Raising the limit of the potential from 2 to 3 leaves the energy of bcc molybdenum unchanged, yet both energies are wrong by 57 meV/atom, the largest error in the table. The agreement looks like convergence, but it arises because the step from 2 to 3 adds nothing to the calculation.

SIRIUS 7.12.0, all-electron FP-LAPW with PBEsol, for bcc Mo without spin polarisation or spin-orbit coupling; 12×12×12 k mesh, Fermi-Dirac smearing of 0.05 eV, rk_max 8.79, lmax_apw 10. The sweep value is lmax_pot, the angular limit of the potential; energies are free energies relative to the run with lmax_pot = 10.

| sweep value | energy less tightest (meV/atom) | force miss (eV/Å) |
| --- | --- | --- |
| 2 | 56.79 | 0.000 |
| 3 | 56.79 | 0.000 |
| 4 | -3.03 | 0.000 |
| 6 | -0.17 | 0.000 |
| 8 | 0.01 | 0.000 |
| 10 | 0.00 | 0.000 |

**Limits 2 and 3: a step that adds nothing**

The sweep value is the highest angular order $l$ kept when the potential inside the sphere around each atom is written as a sum of spherical harmonics. The term $l=0$ is the same in all directions, as in a free atom; higher terms describe how the potential differs between directions towards neighbours and directions between them. The column "energy less tightest" gives the energy relative to the run with limit 10. At limit 3 this error is about 5.5 kJ/mol. It need not cancel when bcc is compared with another crystal structure, where the neighbours lie in other directions.

Symmetry tells which terms can occur. Every neighbour has a partner on the opposite side of the atom, so all odd terms cancel, $l=3$ among them. The term $l=2$ describes a stretching or flattening along some axis, and a cubic site has no axis that could be preferred. Limits 2 and 3 therefore both leave only the spherical potential, and the two runs are the same calculation.

The absence of $l=2$ can be checked by hand for the eight nearest neighbours. Seen from one of them, the cosines of the angles to the whole shell are $1$, $-1$, three times $1/3$ and three times $-1/3$. The Legendre polynomial $P_2(x)=(3x^2-1)/2$ equals $1$ at $x=\pm1$ and $-1/3$ at $x=\pm1/3$, so that

$$\sum P_2 = 2\cdot 1 + 6\cdot\left(-\tfrac13\right) = 0 .$$

Because the eight neighbours are equivalent, this sum measures the total strength of all $l=2$ terms of the shell, and zero means that there are none. For $l=4$ the same sum is about 2.1, so this term is allowed.

The numbers also speak against a smooth decline of the error. An exponential curve drawn through the errors at limits 2 and 4, taken without their signs, gives about 13 meV/atom at limit 3. The computed error there, which took no part in drawing the curve, is more than four times as large. The error follows the allowed terms and not the setting itself.

The force column offers a second false comfort. It is zero at limit 3, but it is zero in every other row too, because the atom sits at a centre of inversion and no direction is left for a force to point in. A quantity that symmetry fixes cannot reveal a poor setting.

**Limit 4: the first real test**

At limit 4 the potential inside the sphere can for the first time tell the directions towards the neighbours from those between them. The energy drops by about 60 meV/atom and ends 3 meV/atom below the reference. This overshoot carries information. If the cut merely gave poorer orbitals in the same basis, while the energy was still evaluated with the full expression, the result could only lie above the reference. The likely reason for the overshoot is that the cut also changes the energy expression itself. The basis may contribute too, since its radial functions are built from the potential and shift with it. In either case the bound no longer holds, and the lower energy alone doesn't show that the calculation is better.

**Limits 6 to 10: the usual test works again**

From limit 4 onwards, each listed step admits a new allowed term. The change from 4 to 6 is 2.86 meV/atom, close to the size of the error at limit 4, which is 3.03. Here the step to the next setting is a fair estimate of the error left behind, whereas at limit 2 the same test reported zero. At limit 6 the energy is within 0.2 meV/atom of the reference.

Symmetry decides which terms may appear, but not how much they matter. The neighbour sum is even larger for $l=6$ than for $l=4$, although $l=6$ changes the energy far less. The sum counts only directions, and leaves out that the potential of neighbours fades faster towards the nucleus for higher $l$. Theory offers a further reason in the valence electrons of molybdenum, which are largely of d character. A product of two d functions contains no angular order above 4, so the $l=6$ potential can act only through the much weaker f and higher components of the orbitals. The table agrees with both arguments but doesn't test them separately.

For a cubic site that is also a centre of inversion, the rule is to compare settings that differ by at least one allowed term: 0, 4, 6, 8, 10. The atoms in diamond are not centres of inversion, and there $l=3$ is allowed as well. In bcc molybdenum, limit 5 should by the same reasoning repeat the energy of limit 4, and that agreement would again be empty. If the crystal is stretched along one axis, $l=2$ becomes allowed and the step from 1 to 2 counts. The centre of inversion remains, however, so the step from 2 to 3 would still add nothing. The printed analysis below lists the steps between settings and the neighbour sums.

The analysis program printed:

```
Error and change from the preceding setting in meV/atom:
  row  error  change
    2  56.79     n/a
    3  56.79       0
    4  -3.03  -59.82
    6  -0.17    2.86
    8   0.01    0.18
   10      0   -0.01
Change from limit 2 to 3 in meV/atom: 0
Change from limit 3 to 4 in meV/atom: -59.82
Change from limit 4 to 6 in meV/atom: 2.86
Change from limit 6 to 8 in meV/atom: 0.18
Size of the change from 4 to 6 as percentage of the error at 4: 94.39
Error at limit 3 in kJ/mol: 5.479
Factor by which the size of the error falls from limit 2 to 4: 18.74
Factor by which the size of the error falls from limit 4 to 6: 17.82
Error at limit 3 expected from a smooth exponential through 2 and 4 in meV/atom: 13.12
Computed error at limit 3 divided by the smooth expectation: 4.329
Legendre polynomial of l 2 at cosine one third: -0.3333
Neighbour sum for l 2: 0
Neighbour sum for l 4: 2.074
Neighbour sum for l 6: 3.16
```
